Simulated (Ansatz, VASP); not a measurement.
**SnSe2 in VASP and in Ansatz**

```
CELL_PARAMETERS angstrom
3.81100 0.00000 0.00000
-1.90550 3.30042 0.00000
0.00000 0.00000 6.13600
ATOMIC_POSITIONS crystal
Sn 0.00000 0.00000 0.00000
Se 0.66667 0.33333 0.75100
Se 0.33333 0.66667 0.24900
```

Alike in both runs: task band structure; functional PBEsol0; k mesh 4 × 4 × 3; occupations fermi-dirac, width 0.05 eV; no spin polarisation.

|  | VASP | Ansatz |
| --- | --- | --- |
| version | VASP 6.6.1 | Ansatz 0.2.0 |
| potentials or method | VASP PAW PBE potentials, release 64 (Sn_d, Se) | Ansatz PAW |
| plane-wave cutoff (eV) | 520 | 420 |
| valence electrons in the cell | 26 | 46 |

Ansatz gave:

```
gap on the k mesh at the Fermi level (eV)       : 2.09
least direct gap on the mesh (eV)               : 2.48
pressure (GPa)                                  : 0.9
largest component of the traceless stress (GPa) : 0.48
rms of the force components (eV/Å)              : 0.059
```

Q: What did VASP give for the same quantities?

A: gap on the k mesh at the Fermi level (eV): 2.13; least direct gap on the mesh (eV): 2.51; pressure (GPa): 0.7; largest component of the traceless stress (GPa): 0.44; rms of the force components (eV/Å): 0.058.

Atom by atom the forces differ by 0.001 eV/Å (rms over components). The two sets of potentials don't hold the same shells in valence.

Caveats: the k mesh is coarse (spacing up to 0.48 Å⁻¹), so the values aren't converged, least of all with exact exchange; spin-orbit coupling is left out, which moves the levels of the heavy elements; an unscreened hybrid on a path of extra k points without a Coulomb cutoff has errors near the mesh points, so the bands along the path aren't reliable (VASP); the PAW data sets were made with another functional, which shifts forces and pressure a little (VASP); the PAW data sets come from PBE, with cores solved anew for the run's functional, which leaves a small shift of forces and pressure (Ansatz); the thresholds are loose for stress (Ansatz).
